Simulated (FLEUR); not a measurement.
# KI (Fm-3m) in FLEUR: settings compared, part 2 of 2

FLEUR MaX-R8.1 (later development tree). The steps go on from the part before.

## 3. Equation of state, r2SCAN, 41.45 Å³/atom (volume scaled by 0.94)

Changes to inp.xml since step 2:

```diff
@@ -7,5 +7,8 @@
       <cutoffs Kmax="4.1" Gmax="12.7" GmaxXC="12.7" numbands="0"/>
-      <scfLoop itmax="60" minDistance="0.00001" maxIterBroyd="15" imix="Anderson" alpha="0.05" precondParam="0.0" spinf="2.0" sdNocoIR="T"/>
-      <coreElectrons ctail="T" frcor="F" kcrel="0" coretail_lmax="0"/>
-      <xcFunctional name="PBEs" relativisticCorrections="F"/>
+      <scfLoop itmax="80" minDistance="0.0001" maxIterBroyd="30" imix="Anderson" alpha="0.05" precondParam="0.0" spinf="2.0" sdNocoIR="T"/>
+      <coreElectrons ctail="F" frcor="F" kcrel="0" coretail_lmax="0"/>
+      <xcFunctional name="LibXC" relativisticCorrections="F">
+         <LibXCName exchange="mgga_x_r2scan" correlation="mgga_c_r2scan"/>
+         <AuxGGA exchange="117" correlation="130"/>
+      </xcFunctional>
       <magnetism jspins="1"/>
@@ -24,3 +27,3 @@
       <xi:include xmlns:xi="http://www.w3.org/2001/XInclude" href="sym.xml"> </xi:include>
-      <bulkLattice scale="1.0">
+      <bulkLattice scale="0.9795861087">
          <bravaisMatrix>
```

Potentials or basis: all-electron, FLAPW.

Run with:

```sh
$ inpgen -f crystal.txt -profile fastHighL
$ # inp.xml edited to the form shown
$ fleur_MPI
```

It took 97 s on 1 thread of Intel Xeon Platinum 8259CL at 2.50GHz (Skylake/Cascade Lake), shared host; peak memory 0.1 GiB.

It converged, with:

- Free energy: -210110.0361 eV
- Band gap on the k mesh: 4.66 eV, direct
- Valence electrons inside the program's atomic spheres: I 21.19; K 7.84 (radii I 2.66, K 2.66 bohr)

Caveat: the meta-GGA is that of a development version, with a GGA for the radial functions and cores and without core tails; spin-orbit coupling is left out, which moves the levels of the heavy elements.

## 4. Equation of state, r2SCAN, 42.33 Å³/atom (volume scaled by 0.96)

Changes to inp.xml since step 3:

```diff
@@ -27,3 +27,3 @@
       <xi:include xmlns:xi="http://www.w3.org/2001/XInclude" href="sym.xml"> </xi:include>
-      <bulkLattice scale="0.9795861087">
+      <bulkLattice scale="0.9864848297">
          <bravaisMatrix>
```

Run with:

```sh
$ inpgen -f crystal.txt -profile fastHighL
$ # inp.xml edited to the form shown
$ fleur_MPI
```

Run time: 98 s. Hardware: 1 thread of Intel Xeon Platinum 8259CL at 2.50GHz (Skylake/Cascade Lake), shared host; peak memory 0.1 GiB.

Results (log left out):

```
Free energy                                           : -210110.0467 eV
Band gap on the k mesh                                : 4.58 eV, direct
Valence electrons inside the program's atomic spheres : I 21.18; K 7.84 (radii I 2.66, K 2.66 bohr)
```

Caveat: the meta-GGA is that of a development version, with a GGA for the radial functions and cores and without core tails; spin-orbit coupling is left out, which moves the levels of the heavy elements; an odd mesh through Γ misses points on the zone boundary, where band edges often lie.

## 5. Equation of state, r2SCAN, 44.09 Å³/atom

Changes to inp.xml since step 4:

```diff
@@ -27,3 +27,3 @@
       <xi:include xmlns:xi="http://www.w3.org/2001/XInclude" href="sym.xml"> </xi:include>
-      <bulkLattice scale="0.9864848297">
+      <bulkLattice scale="1.0000000000">
          <bravaisMatrix>
```

Run with:

```sh
$ inpgen -f crystal.txt -profile fastHighL
$ # inp.xml edited to the form shown
$ fleur_MPI
```

Run time: 1.8 min. Hardware: 1 thread of Intel Xeon Platinum 8259CL at 2.50GHz (Skylake/Cascade Lake), shared host; peak memory 0.1 GiB.

Results (log left out):

| Property | Result |
| --- | --- |
| Free energy | -210110.0527 eV |
| Band gap on the k mesh | 4.40 eV, direct |
| Valence electrons inside the program's atomic spheres | I 21.17; K 7.83 (radii I 2.66, K 2.66 bohr) |

Caveat: the meta-GGA is that of a development version, with a GGA for the radial functions and cores and without core tails; spin-orbit coupling is left out, which moves the levels of the heavy elements; an odd mesh through Γ misses points on the zone boundary, where band edges often lie.

## 6. Equation of state, r2SCAN, 45.85 Å³/atom (volume scaled by 1.04)

Changes to inp.xml since step 5:

```diff
@@ -27,3 +27,3 @@
       <xi:include xmlns:xi="http://www.w3.org/2001/XInclude" href="sym.xml"> </xi:include>
-      <bulkLattice scale="1.0000000000">
+      <bulkLattice scale="1.0131594038">
          <bravaisMatrix>
```

Potentials or basis: all-electron, FLAPW.

Run with:

```sh
$ inpgen -f crystal.txt -profile fastHighL
$ # inp.xml edited to the form shown
$ fleur_MPI
```

Run time: 1.9 min. Hardware: 1 thread of Intel Xeon Platinum 8259CL at 2.50GHz (Skylake/Cascade Lake), shared host; peak memory 0.1 GiB.

It converged, with:

```yaml
Free_energy: -210110.0527 eV
Band_gap_on_the_k_mesh: 4.29 eV, direct
Valence_electrons_inside_the_program's_atomic_spheres: I 21.17; K 7.82 (radii I 2.66, K 2.66 bohr)
```

Caveat: the meta-GGA is that of a development version, with a GGA for the radial functions and cores and without core tails; spin-orbit coupling is left out, which moves the levels of the heavy elements; an odd mesh through Γ misses points on the zone boundary, where band edges often lie.

## 7. Equation of state, r2SCAN, 46.74 Å³/atom (volume scaled by 1.06)

Changes to inp.xml since step 6:

```diff
@@ -27,3 +27,3 @@
       <xi:include xmlns:xi="http://www.w3.org/2001/XInclude" href="sym.xml"> </xi:include>
-      <bulkLattice scale="1.0131594038">
+      <bulkLattice scale="1.0196128224">
          <bravaisMatrix>
```

Run with:

```sh
$ inpgen -f crystal.txt -profile fastHighL
$ # inp.xml edited to the form shown
$ fleur_MPI
```

Wall time 2 min (1 thread of Intel Xeon Platinum 8259CL at 2.50GHz (Skylake/Cascade Lake), shared host); peak memory 0.09 GiB.

The run converged. Its results:

| Quantity | Value |
| --- | --- |
| Free energy | -210110.0360 eV |
| Band gap on the k mesh | 4.15 eV, direct |
| Valence electrons inside the program's atomic spheres | I 21.16; K 7.82 (radii I 2.66, K 2.66 bohr) |

Caveat: the meta-GGA is that of a development version, with a GGA for the radial functions and cores and without core tails; spin-orbit coupling is left out, which moves the levels of the heavy elements; an odd mesh through Γ misses points on the zone boundary, where band edges often lie.

## 8. Equation of state, r2SCAN

Potentials or basis: all-electron, FLAPW.

This step only gathers the single runs of the series.

What came out:

| Property | Result |
| --- | --- |
| Equilibrium volume | 44.54 Å³/atom (rough: see the caveat) |
| Bulk modulus | 23 GPa (rough) |

Energy against volume, from the lowest point:
| volume (Å³/atom) | energy (meV/atom) |
| --- | --- |
| 41.445 | 8.33 |
| 42.327 | 3.01 |
| 44.091 | 0.03 |
| 45.854 | 0.00 |
| 46.736 | 8.37 |

Caveat: the fit is doubtful: noisy points or a state that changes with volume; the meta-GGA is that of a development version, with a GGA for the radial functions and cores and without core tails. The run has no spin-orbit coupling, so splittings on I are missing.

## 9. Against experiment

Step 2. Against the measured gap of KI, 6.32 eV (a printed reference work, monograph), the calculated 3.82 eV is off by -2.50 eV. Spin-orbit coupling on I is left out. The value is that of PBEsol, without temperature or zero-point motion. Semilocal functionals fall short of measured gaps as a rule.
